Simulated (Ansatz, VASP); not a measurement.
**One calculation of BN, two programs**

File INCAR:

```
SYSTEM = BN
PREC = Accurate
ENCUT = 520
EDIFF = 1E-6
ISMEAR = 0
SIGMA = 0.01
LREAL = .FALSE.
LASPH = .TRUE.
NELM = 100
ALGO = Normal
ISIF = 2
LWAVE = .FALSE.
LCHARG = .FALSE.
GGA = PS
NBANDS = 16
```

File KPOINTS:

```
regular mesh
0
G
  12 12 6
  0 0 0
```

Contents of POSCAR:

```
BN
1.0
    2.5405666191      0.0000000000      0.0000000000
   -1.2702833096      2.2001952322      0.0000000000
    0.0000000000      0.0000000000      4.2026461249
B N
2 2
Direct
    0.3333333333      0.6666666667     -0.0473091881
    0.6666666667      0.3333333333      0.4526908119
    0.3333333333      0.6666666667      0.4213091881
    0.6666666667      0.3333333333      0.9213091881
```

Input for Ansatz:

```yaml
crystal:
  lattice:
    - [2.5405666191, 0.0, 0.0]
    - [-1.2702833096, 2.2001952322, 0.0]
    - [0.0, 0.0, 4.2026461249]
  atoms:
    - { symbol: B, position: [0.3333333333, 0.6666666667, -0.0473091881] }
    - { symbol: B, position: [0.6666666667, 0.3333333333, 0.4526908119] }
    - { symbol: "N", position: [0.3333333333, 0.6666666667, 0.4213091881] }
    - { symbol: "N", position: [0.6666666667, 0.3333333333, 0.9213091881] }
basis:
  ecutwfc: 420
  xc_grid: 2
kpoints:
  mp_grid: { grid: [12, 12, 6] }
hamiltonian:
  xc: pbesol
  pseudopotentials: { kind: paw, azcp: { folder: soft_1 } }
scf:
  occupations: { method: fixed }
output:
  forces: true
  stress: true
  eigenvalues: true
  polarization: {}
```

Change from the starting cell: polar distortion scaled by 0.25.

Alike in both runs: task single point; functional PBEsol; k mesh 12 × 12 × 6; no spin polarisation.

|  | VASP | Ansatz |
| --- | --- | --- |
| version | VASP 6.6.1 | Ansatz 0.2.0 |
| potentials or method | VASP PAW PBE potentials, release 64 (B, N) | scalar-relativistic, plane waves, PAW |
| plane-wave cutoff (eV) | 520 | 420 |
| occupations | gaussian, width 0.01 eV | fixed |
| valence electrons in the cell | 16 | 16 |

|  | VASP | Ansatz | Ansatz less VASP |
| --- | --- | --- | --- |
| gap on the k mesh at the Fermi level (eV) | 3.32 | 3.32 | +0.008 |
| least direct gap on the mesh (eV) | 5.45 | 5.45 | +0.003 |
| pressure (GPa) | 24.7 | 23.9 | -0.85 |
| largest component of the traceless stress (GPa) | 32.95 | 33.77 | +0.825 |
| rms of the force components (eV/Å) | 1.028 | 1.024 | -0.0044 |

Atom by atom the forces differ by 0.004 eV/Å (rms over components). Ansatz warned: «pseudo_functional_mismatch».

Caveats: so large a pressure means that the cell lies far from this level's equilibrium, or that cutoff or potentials fall short (VASP); the potentials were made for another functional, which shifts forces and pressure (VASP). A k mesh can miss the band edges.
